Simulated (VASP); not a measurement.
# CoSn (P6/mmm) in VASP: a series of runs, part 2 of 2

VASP 6.6.1. Earlier steps stand in the parts before.

### 5 Relaxation of cell and atoms, r2SCAN

Input file INCAR:

```
PREC = Accurate ; ENCUT = 600
EDIFF = 1E-7 ; ISMEAR = 1
SIGMA = 0.1 ; LREAL = False
LASPH = True ; NELM = 80
ALGO = Normal ; ISIF = 3
LWAVE = False ; LCHARG = False
METAGGA = R2SCAN ; LMIXTAU = True
IBRION = 2 ; NSW = 90
EDIFFG = -0.005 ; KPAR = 2
```

Input file KPOINTS:

```
regular mesh
0
Gamma
  9 9 9
```

Input file POSCAR:

```
CoSn                                    
1.0
    5.2460399276      0.0000000000      0.0000000000
   -2.6230199638      4.5432038466      0.0000000000
    0.0000000000      0.0000000000      4.1875903000
  Co              Sn            
     3     3
Direct
     0.0000000000000000    0.5000000000000000    0.0000000000000000
     0.5000000000000000    0.5000000000000000    0.0000000000000000
     0.5000000000000000    0.0000000000000000    0.0000000000000000
     0.6666666699999979    0.3333333300000021    0.5000000000000000
     0.3333333300000021    0.6666666699999979    0.5000000000000000
     0.0000000000000000    0.0000000000000000    0.0000000000000000
```

Potentials or basis: VASP PAW PBE potentials, release 64 (Co, Sn_d).

Started as:

```console
$ cat potpaw_PBE.64/Co/POTCAR potpaw_PBE.64/Sn_d/POTCAR > POTCAR
$ mpirun -np 2 vasp_std > vasp.out
```

OUTCAR:

```text
PREC = Accurate
   ENCUT = 600
   EDIFF = 1E-7
   ISMEAR = 1
   LREAL = False
   LASPH = True
   NELM = 80
   ISIF = 3
   METAGGA = R2SCAN
   IBRION = 2
   NSW = 90
   EDIFFG = -0.005

 ion  position               nearest neighbor table
   1  0.000  0.500  0.000-   4 2.58   5 2.58   4 2.58   5 2.58   2 2.62   2 2.62   6 2.62   6 2.62
                             3 2.62   3 2.62
   2  0.500  0.500  0.000-   4 2.58   5 2.58   4 2.58   5 2.58   1 2.62   1 2.62   6 2.62   3 2.62
                             3 2.62   6 2.62
   3  0.500  0.000  0.000-   4 2.58   5 2.58   4 2.58   5 2.58   6 2.62   6 2.62   1 2.62   2 2.62
                             2 2.62   1 2.62
   4  0.667  0.333  0.500-   1 2.58   1 2.58   3 2.58   3 2.58   2 2.58   2 2.58   5 3.03   5 3.03
                             5 3.03   6 3.68   6 3.68   6 3.68   6 3.68   6 3.68   6 3.68
   5  0.333  0.667  0.500-   1 2.58   1 2.58   3 2.58   3 2.58   2 2.58   2 2.58   4 3.03   4 3.03
                             4 3.03   6 3.68   6 3.68   6 3.68   6 3.68   6 3.68   6 3.68
   6  0.000  0.000  0.000-   3 2.62   3 2.62   1 2.62   1 2.62   2 2.62   2 2.62   5 3.68   4 3.68
                             5 3.68   4 3.68   4 3.68   5 3.68   5 3.68   4 3.68   5 3.68   5 3.68

  LATTYP: Found a hexagonal cell.
 ALAT       =     5.2460399276
 C/A-ratio  =     0.7982383584

[... 200 lines left out ...]
      1     -12.1791      2.00000
      2     -12.0518      2.00000
      3     -12.0518      2.00000
      4     -11.9988      2.00000
      5     -11.9987      2.00000
      6     -11.9051      2.00000
[... 1045 lines left out ...]
     40      14.7074      0.00000
     41      14.7074      0.00000

 [... further k-points ...]

------------------------ aborting loop because EDIFF is reached ----------------------------------------

  FORCE on cell =-STRESS in cart. coord.  units (eV):
  Direction    XX          YY          ZZ          XY          YZ          ZX
  --------------------------------------------------------------------------------------
  -------------------------------------------------------------------------------------
  Total       -0.0008042     -0.0008042      0.0235381      0.0000000      0.0000000      0.0000000
  in kB       -0.0129099     -0.0129099      0.3778541      0.0000000      0.0000000      0.0000000
  external PRESSURE =       0.1173448 kB  Pullay stress =       0.0000000 kB

 VOLUME and BASIS-vectors are now :
 -----------------------------------------------------------------------------
  energy-cutoff  :      600.00
  volume of cell :       99.81
      direct lattice vectors                 reciprocal lattice vectors
     5.246039928  0.000000000  0.000000000     0.190619975  0.110054494  0.000000000
    -2.623019964  4.543203847  0.000000000     0.000000000  0.220108988  0.000000000
     0.000000000  0.000000000  4.187590300     0.000000000  0.000000000  0.238800821

 POSITION                                       TOTAL-FORCE (eV/Angst)
 -----------------------------------------------------------------------------------
     -1.31151      2.27160      0.00000        -0.000000      0.000000      0.000000
      1.31151      2.27160      0.00000        -0.000000      0.000000      0.000000
      2.62302      0.00000      0.00000        -0.000000      0.000000      0.000000
      2.62302      1.51440      2.09380        -0.000000     -0.000000      0.000000
     -0.00000      3.02880      2.09380         0.000000      0.000000      0.000000
      0.00000      0.00000      0.00000        -0.000000      0.000000      0.000000
 -----------------------------------------------------------------------------------
    total drift:                                0.000000      0.000000     -0.000000

  FREE ENERGIE OF THE ION-ELECTRON SYSTEM (eV)
  ---------------------------------------------------
  free  energy   TOTEN  =      -113.6589849515 eV

  energy  without entropy=     -113.6590296381  energy(sigma->0) =     -113.65899985

 reached required accuracy - stopping structural energy minimisation
```

OSZICAR:

```text
N       E                     dE             d eps       ncg     rms          rms(c)
DAV:   1     0.658328066198E+03    0.65833E+03   -0.35984E+04  4931   0.301E+03
DAV:   2    -0.991063744062E+01   -0.66824E+03   -0.65361E+03  4920   0.705E+02
[... 13 lines left out ...]
DAV:  16    -0.113658978549E+03   -0.51770E-05   -0.27922E-05  6357   0.421E-02    0.720E-03
DAV:  17    -0.113658979675E+03   -0.11254E-05   -0.39627E-06  5362   0.173E-02    0.641E-03
DAV:  18    -0.113658986727E+03   -0.70525E-05   -0.27580E-06  5081   0.123E-02    0.163E-03
DAV:  19    -0.113658984370E+03    0.23572E-05   -0.20017E-06  5023   0.141E-02    0.795E-04
DAV:  20    -0.113658984974E+03   -0.60377E-06   -0.10497E-07  3570   0.330E-03    0.599E-04
DAV:  21    -0.113658984951E+03    0.22133E-07   -0.14764E-08  2602   0.104E-03
   1 F= -.11365898E+03 E0= -.11365900E+03  d E =-.113659E+03
```

It took 5.7 min on 2 MPI ranks of Intel Xeon 6975P-C (Granite Rapids), shared host; peak memory 0.42 GiB.

Results:

| Item | Value |
| --- | --- |
| Free energy | -113.6590 eV |
| Pressure after relaxing | 0.0 GPa |
| Band gap on the k mesh | none (metal or under the smearing width) |

Final structure:
```
CELL_PARAMETERS angstrom
5.24604 0.00000 0.00000
-2.62302 4.54320 0.00000
0.00000 0.00000 4.18759
ATOMIC_POSITIONS crystal
Co 0.00000 0.50000 0.00000
Co 0.50000 0.50000 0.00000
Co 0.50000 0.00000 0.00000
Sn 0.66667 0.33333 0.50000
Sn 0.33333 0.66667 0.50000
Sn 0.00000 0.00000 0.00000
```

Caveat: the relaxation stopped at its first step, so nothing moved; the PAW data sets were made with another functional, which shifts forces and pressure a little.
